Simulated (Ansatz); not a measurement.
**F: band gap under strain**

Aim: follow the gap of F (database structure) through these states: no strain; -0.6 % equal strain in all directions; -1.9 % biaxial strain in x and y, z held. The table at the end shows which levels were run.

Program: Ansatz 0.2.0. PAW datasets, plane waves. Spin-unpolarised throughout; all numbers are computed.

## (1) The structure to begin with

The unstrained cell was relaxed with r2SCAN+rVV10; in each strained cell the atoms were relaxed again with r2SCAN+rVV10. Names of k-points are those of the unstrained zone, where strain can split equivalent points. First state: no strain.

It is monoclinic, C2/c (No. 15); a = 4.922 Å, b = 3.261 Å, c = 6.483 Å, β = 90.2° in the conventional setting, 13.01 Å³ an atom. Near F stand 1 F at 1.40 Å.

As a file:

```
CELL_PARAMETERS angstrom
2.45909 -1.63049 0.10274
2.45909 1.63049 0.10274
-0.29492 0.00000 6.47670
ATOMIC_POSITIONS crystal
F 0.59627 0.90355 0.59659
F 0.09645 0.40373 0.90341
F 0.40373 0.09645 0.40341
F 0.90355 0.59627 0.09659
```

## (2) No strain: PBE

input.yaml

```yaml
crystal:
  lattice:
    - [2.459085895, -1.6304914466, 0.1027353268]
    - [2.459085895, 1.6304914466, 0.1027353268]
    - [-0.294916743, 0.0, 6.4767010582]
  atoms:
    - { symbol: F, position: [0.5962741259, 0.9035515052, 0.5965946784] }
    - { symbol: F, position: [0.0964484948, 0.4037258741, 0.9034053216] }
    - { symbol: F, position: [0.4037258741, 0.0964484948, 0.4034053216] }
    - { symbol: F, position: [0.9035515052, 0.5962741259, 0.0965946784] }
kpoints:
  mp_grid: { grid: [10, 10, 4] }
  band_path:
    path:
      - [0.0, 0.0, 0.0]
      - [-0.3597181349, 0.3597181349, 0.0]
      - [-0.6402818651, -0.3597181349, 0.0]
      - [-0.5, -0.5, 0.0]
      - [-0.5, -0.5, 0.5]
      - [-0.6405942499, -0.3594057501, 0.5]
      - [-0.3594057501, 0.3594057501, 0.5]
      - [0.0, 0.0, 0.5]
      - [-0.5, 0.0, 0.5]
    npoints: 1
hamiltonian:
  xc: pbe
scf:
  occupations: { method: fermi_dirac, width: 0.02 }
  n_extra_bands: 5
output:
  forces: true
  stress: true
  eigenvalues: true
```

On the command line:

```
> ansatz run input.yaml --threads 4 --pin off --max-ram 4608MiB --backend cpu --events-out ev --progress --plain --runs-dir out
```

The runs that follow: No strain: r2SCAN; No strain: HSE06; -0.6 % equal strain in all directions: PBE; -0.6 % equal strain in all directions: r2SCAN; -0.6 % equal strain in all directions: HSE06; -1.9 % biaxial strain in x and y, z held: PBE; -1.9 % biaxial strain in x and y, z held: r2SCAN; -1.9 % biaxial strain in x and y, z held: HSE06.

What does the calculation give?

The runs gave:

Least gap in eV (negative: overlap), with the change from the unstrained cell in brackets:

```
                                   state  volume change (%)           PBE        r2SCAN         HSE06
                               no strain               +0.0          2.99          3.84          6.20
   -0.6 % equal strain in all directions               -1.9  2.97 (-0.02)  3.83 (-0.01)  6.19 (-0.01)
-1.9 % biaxial strain in x and y, z held               -3.7  2.91 (-0.08)  3.76 (-0.08)  6.12 (-0.08)
```

In words: The largest move of the HSE06 gap in the table is -0.083 eV, under -1.9 % biaxial strain in x and y, z held. PBE and HSE06 differ by 3.21 eV on the unstrained gap, and by at most 0.01 eV on its change: PBE follows the response to strain far better than the gap itself. In PBE the gap turns indirect under -0.6 % equal strain in all directions.
